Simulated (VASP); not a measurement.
# WSe2: relaxation of cell and atoms with PBE

WSe2, a slab with vacuum:

```
Se W
1.0
     3.29000    0.00000    0.00000
    -1.64500    2.84922    0.00000
     0.00000    0.00000   21.34626
Se W
2 1
Direct
  0.33333 0.66667 0.42162
  0.33333 0.66667 0.57838
  0.66667 0.33333 0.50000
```

```yaml
Program: VASP 6.6.1
Task: relaxation of cell and atoms
Functional: PBE
Potentials_or_basis: VASP PAW PBE potentials, release 64 (Se, W_sv)
Cutoff: 600 eV
k_mesh: 12 × 12 × 1
Occupations: gaussian, width 0.03 eV
Spin: no spin polarisation
Further_INCAR_settings: ALGO = Normal; EDIFF = 1e-06; IBRION = 2; EDIFFG = -0.01; NSW = 90; ISIF = 3
```

```json
{
  "Relaxed volume": "67.99 Å³/atom",
  "Relaxed cell": "a = 3.322 Å, b = 3.322 Å, c = 21.346 Å, α = 90.00°, β = 90.00°, γ = 120.00°",
  "Space group after relaxing (to 0.05 Å)": "P-6m2 (No. 187)",
  "Energy gained by relaxing": "4.8 meV/atom",
  "Ionic steps": "3",
  "Largest force after relaxing": "0.007 eV/Å",
  "Band gap on the k mesh": "1.55 eV, direct"
}
```

Forces in eV/Å, atoms in the order of the input:
```
Se   0.000  0.000  0.007
Se   0.000  0.000 -0.007
W    0.000  0.000  0.000
```

The path:
| step | energy change (eV) | largest force (eV/Å) | pressure (GPa) | volume (Å³) |
| --- | --- | --- | --- | --- |
| 1 | 0.0000 | 0.3335 | 0.96 | 200.10 |
| 2 | 0.0022 | 0.3531 | -0.96 | 208.24 |
| 3 | -0.0143 | 0.0071 | 0.00 | 203.96 |

Final structure:
```yaml
crystal:
  lattice:
    - [3.32156, 0.00000, 0.00000]
    - [-1.66078, 2.87656, 0.00000]
    - [0.00000, 0.00000, 21.34626]
  atoms:
    - { symbol: Se, position: [0.33333, 0.66667, 0.42126] }
    - { symbol: Se, position: [0.33333, 0.66667, 0.57874] }
    - { symbol: W, position: [0.66667, 0.33333, 0.50000] }
```

Levels at points of the mesh, in eV from the valence-band top:
```tsv
k point	band 10	band 11	band 12	band 13	band 14	band 15	band 16	band 17
(0.00, 0.00, 0.00)	-2.15	-1.23	-1.23	-0.32	2.89	2.89	3.05	3.05
(0.50, 0.00, 0.00)	-2.96	-2.12	-0.98	-0.94	2.34	2.71	3.67	4.33
```

Run time: 2.6 min on 1 thread of AMD EPYC 9R45 96-Core Processor (Zen 5), with other jobs on the host, peak memory 0.41 GiB.

Caveat: spin-orbit coupling is left out, which moves the levels of the heavy elements. A hybrid or GW would open this gap; PBE tends to underestimate it.
